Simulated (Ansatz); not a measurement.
The system is CdO (Monteponite).

```
Cd O
1.0
     0.00000    2.34950    2.34950
     2.34950    0.00000    2.34950
     2.34950    2.34950    0.00000
Cd O
1 1
Direct
  0.00000 0.00000 0.00000
  0.50000 0.50000 0.50000
```

```yaml
Program: Ansatz 0.2.0
Task: relaxation of cell and atoms
Functional: BLYP
Potentials_or_basis: all-electron LAPW, scalar-relativistic
Basis_error_allowed: 0.001 eV/atom
k_mesh: 10 × 10 × 10
Occupations: fermi-dirac, width 0.05 eV
Spin: no spin polarisation
```

At the start: volume 12.97 Å³/atom.

**Question.** Where does the relaxation end?

**Answer.** Over 5 steps the energy falls by 38.4 meV/atom and the volume is 14.11 Å³/atom (+8.8 %); space group Fm-3m (No. 225, to 0.05 Å).

Step by step:
```
step  energy change (eV)  largest force (eV/Å)  volume (Å³)
   1              0.0000                0.0000        25.94
   2             -0.0754                0.0000        28.55
   3             -0.0768                0.0000        28.26
   4             -0.0769                0.0000        28.21
   5             -0.0769                0.0000        28.21
```

Final structure:
```xyz
2
Lattice="0.0000 2.4162 2.4162 2.4162 0.0000 2.4162 2.4162 2.4162 0.0000" Properties=species:S:1:pos:R:3 pbc="T T T"
Cd    0.0000    0.0000    0.0000
O     2.4162    2.4162    2.4162
```
